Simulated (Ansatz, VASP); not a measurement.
## One calculation of CoSi, two programs

```
CELL_PARAMETERS angstrom
0.00000 2.33230 2.33230
2.33230 0.00000 2.33230
2.33230 2.33230 0.00000
ATOMIC_POSITIONS crystal
Co 0.00000 0.00000 0.00000
Si 0.50000 0.50000 0.50000
```

Alike in both runs: functional PBE; k mesh 15 × 15 × 15; occupations fermi-dirac, width 0.1 eV; no spin polarisation.

Ansatz relaxed the structure, and its values are those at the end. VASP's run is a single point on that final structure, the one shown.

|  | VASP | Ansatz |
| --- | --- | --- |
| version | VASP 6.6.1 | Ansatz 0.2.0 |
| potentials or method | VASP PAW PBE potentials, release 64 (Co, Si) | PAW with Ansatz's default frozen-core files, scalar-relativistic |
| plane-wave cutoff (eV) | 520 | 420 |
| valence electrons in the cell | 13 | 21 |

```csv
,VASP,Ansatz,Ansatz less VASP
pressure (GPa),0.0,0.0,+0.04
```

The functional is the same, so the differences come from potentials, cutoffs and numerics. The two sets of potentials don't hold the same shells in valence.

Spin polarisation is off, so any magnetic state and its effect on volume and gap are missing.
